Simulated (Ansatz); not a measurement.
**SnSe: properties at the relaxed cell**

One table from this session's results is given with a row withheld; the runs are named, their logs left out.

The COD entry's cell or inner coordinates are ideal or old and differ from later refinements, so a difference from it is no clean test against experiment.

Method: DFT PBE+D3(BJ), scalar-relativistic, plane waves, PAW, in Ansatz 0.2.0.

## Starting point

The structure is orthorhombic, space group Pnma (No. 62). Conventional cell: a = 11.482 Å, b = 4.168 Å, c = 4.386 Å, α = 90.00°, β = 90.00°, γ = 90.00°. Sn (site symmetry m) has 3 Se at 2.77 to 2.82 Å as nearest neighbours. Se (site symmetry m) has 3 Sn at 2.77 to 2.82 Å as nearest neighbours.

Structure file:

```
Sn Se
1.0
    11.48162    0.00000    0.00000
     0.00000    4.16751    0.00000
     0.00000    0.00000    4.38632
Sn Se
4 4
Direct
  0.11763 0.25000 0.09534
  0.38237 0.75000 0.59534
  0.61763 0.25000 0.40466
  0.88237 0.75000 0.90466
  0.35698 0.25000 0.02303
  0.14302 0.75000 0.52303
  0.85698 0.25000 0.47697
  0.64302 0.75000 0.97697
```

It is the result of an earlier relaxation at this level (volume 26.24 Å³/atom; gap on the mesh: 0.57 eV).

Set-up of the first run:

File input.yaml:

```yaml
crystal:
  lattice:
    - [11.4816168831, 0.0, 0.0]
    - [0.0, 4.1675106129, 0.0]
    - [0.0, 0.0, 4.3863231645]
  atoms:
    - { symbol: Sn, position: [0.117625266, 0.25, 0.0953416227] }
    - { symbol: Sn, position: [0.382374734, 0.75, 0.5953416227] }
    - { symbol: Sn, position: [0.617625266, 0.25, 0.4046583773] }
    - { symbol: Sn, position: [0.882374734, 0.75, 0.9046583773] }
    - { symbol: Se, position: [0.356982501, 0.25, 0.0230334151] }
    - { symbol: Se, position: [0.143017499, 0.75, 0.5230334151] }
    - { symbol: Se, position: [0.856982501, 0.25, 0.4769665849] }
    - { symbol: Se, position: [0.643017499, 0.75, 0.9769665849] }
basis:
  ecutwfc: 420
kpoints:
  mp_grid: { grid: [4, 8, 8] }
  band_path:
    path:
      - [[0.0, 0.0, 0.0], [0.5, 0.0, 0.0], [0.5, 0.5, 0.0], [0.0, 0.5, 0.0], [0.0, 0.0, 0.0], [0.0, 0.0, 0.5], [0.5, 0.0, 0.5], [0.5, 0.5, 0.5], [0.0, 0.5, 0.5], [0.0, 0.0, 0.5]]
      - [[0.5, 0.0, 0.0], [0.5, 0.0, 0.5]]
      - [[0.0, 0.5, 0.0], [0.0, 0.5, 0.5]]
      - [[0.5, 0.5, 0.0], [0.5, 0.5, 0.5]]
    npoints: 14
hamiltonian:
  xc: pbe
  dispersion: d3bj
scf:
  occupations: { method: gaussian, width: 0.02 }
  n_extra_bands: 20
output:
  forces: true
  stress: true
  eigenvalues: true
  populations: true
  dos: { projected: true, de: 0.02, nscf_kmesh: { grid: [6, 12, 12] } }
  bader: true
  write_density: true
  write_potential: true
  elf: true
  volumetric_format: npy
```

On the command line:

```
$ ansatz run input.yaml --threads 8 --pin off --max-ram 22528MiB --backend cpu --events-out ev --progress --plain --runs-dir out
```

Among the steps run: Bands, states and charges; The cell under PBEsol; Relaxing with LDA; The cell under PBE.

One of the session's tables, all rows but one given; the rest of the session is left out.

| functional | a (Å) | b (Å) | c (Å) | volume (Å³/atom) | gap on the mesh (eV) |
| --- | --- | --- | --- | --- | --- |
| PBE+D3(BJ) | 11.482 | 4.168 | 4.386 | 26.24 | 0.57 |
| PBEsol | 11.424 | 4.151 | 4.366 | 25.88 | 0.51 |
| LDA | ? | ? | ? | ? | ? |
| PBE | 11.782 | 4.205 | 4.570 | 28.30 | 0.70 |

Estimate the missing values for LDA.

The run gave: a (Å): 11.310; b (Å): 4.114; c (Å): 4.321; volume (Å³/atom): 25.13; gap on the mesh (eV): 0.44. In the column «a (Å)» it is the lowest.

Caveats from the session: It is a Kohn-Sham gap, without temperature or zero-point motion. PBE+D3(BJ) comes nearest to the reported cell (-1.7 %), which holds thermal expansion that these runs lack. Warnings in the runs' records: gap smaller between mesh points.
